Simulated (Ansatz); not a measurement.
Runs of Ansatz 0.2.0 on SnO. Symmetry: P4/nmm, No. 129, tetragonal system. The conventional cell has a = 3.814 Å, b = 3.814 Å, c = 4.887 Å, α = 90.00°, β = 90.00°, γ = 90.00°. Sn (site symmetry 4mm) is surrounded by 4 O at 2.23 Å. O (site symmetry -4m2) has 4 Sn at 2.23 Å as nearest neighbours. The cell is a database's computed one.

```csv
task,level,spin,cell,k mesh,smearing,points for each segment of the path,atoms under strain,gap on the mesh (eV),pressure (GPa),relaxed volume (Å³/atom),largest force (eV/Å)
phonons,PBEsol,off,as given,5 × 5 × 5,fixed,-,-,0.54,-,-,-
Born charges and dielectric tensor,LDA,off,as given,7 × 7 × 6,fixed,-,-,0.45,-,-,-
relaxation of cell and atoms,BLYP+D4,off,relaxed,7 × 7 × 6,fermi-dirac 0.05 eV,-,-,0.67,0.0,18.24,-
band structure,PBEsol,off,as given,7 × 7 × 6,fermi-dirac 0.05 eV,14,-,0.35,-0.5,-,(b)
relaxation of cell and atoms,BLYP+D3(BJ),off,relaxed,7 × 7 × 6,fermi-dirac 0.05 eV,-,-,0.61,0.0,(c),-
phonons,LDA,off,as given,5 × 5 × 5,fixed,-,-,0.64,-,-,-
elastic constants,LDA,off,as given,5 × 5 × 5,fixed,-,relaxed,0.73,(a),-,-
band structure,LDA,"SOC, no magnetisation",as given,5 × 5 × 5,fermi-dirac 0.05 eV,14,-,-,-3.3,-,0.24
```

Alike in all rows: potentials or basis Ansatz PAW; cutoff (eV) 420.

Problem. Fill in the values left out.

Solution. (a) -2.5; (b) 0.07; (c) 18.04.

Caveats: the PAW data sets come from PBE, with cores solved anew for the run's functional, which leaves a small shift of forces and pressure; spin-orbit coupling is left out, which moves the levels of the heavy elements (some runs); odd divisions of the mesh miss points on the zone boundary, where band edges often lie, so the gap on the mesh can be too wide (some runs); the gap is small at this level, which inflates the dielectric constant (some runs); the plane-wave basis is chosen anew once the cell has moved, so the energies of steps on either side of that aren't comparable (some runs); the k mesh misses the band edges, so the gap on the mesh is wider than the one along the path (some runs).

A k mesh can miss the band edges, and rows without SOC leave out spin-orbit coupling on Sn.

Runs at the PBE level aren't shown here.
